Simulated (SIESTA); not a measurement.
# Pd under changes of volume

One of the cells (14.750 Å³/atom); the others are scaled copies at fixed shape and fractional positions:

```
Pd
1.0
     0.00000    1.94650    1.94650
     1.94650    0.00000    1.94650
     1.94650    1.94650    0.00000
Pd
1
Direct
  0.00000 0.00000 0.00000
```

* Program: SIESTA 5.4.2
* Functional: AM05
* Potentials or basis: PseudoDojo 0.4 standard (PBEsol files)
* Basis: DZP (energy shift 0.003 Ry; two zetas on semicore shells)
* Grid cutoff: 800 Ry
* Energy shift: 0.003 Ry
* k mesh: 12 × 12 × 12
* Occupations: fermi-dirac, width 0.05 eV
* Spin: no spin polarisation

```tsv
volume (Å³/atom)	energy over the lowest point (meV/atom)	pressure (GPa)
13.865	7.89	7.1
14.160	0.00	2.0
14.455	0.74	-2.6
14.750	9.79	-6.9
15.045	?	?
15.340	47.72	-13.0
15.635	74.45	-15.6
```

Task: What does the run at 15.045 Å³/atom give?

Result: Energy over the lowest point 25.99 meV/atom; pressure -10.2 GPa.

Worked out: A Birch-Murnaghan fit of order 3 (a polynomial in V^(-2/3)) to the other rows has its minimum at 14.27 Å³/atom with B0 = V·E''(V) = 229 GPa and B' = 6.0. It gives 25.76 meV/atom at 15.045 Å³/atom, against the run's 25.99, and -dE/dV = -10.3 GPa, against -10.2.

Energies are extrapolated to zero smearing.

Caveats: the potentials were made for another functional, which shifts forces and pressure; the basis of atomic orbitals isn't converged, which shifts pressures, moduli and gaps.
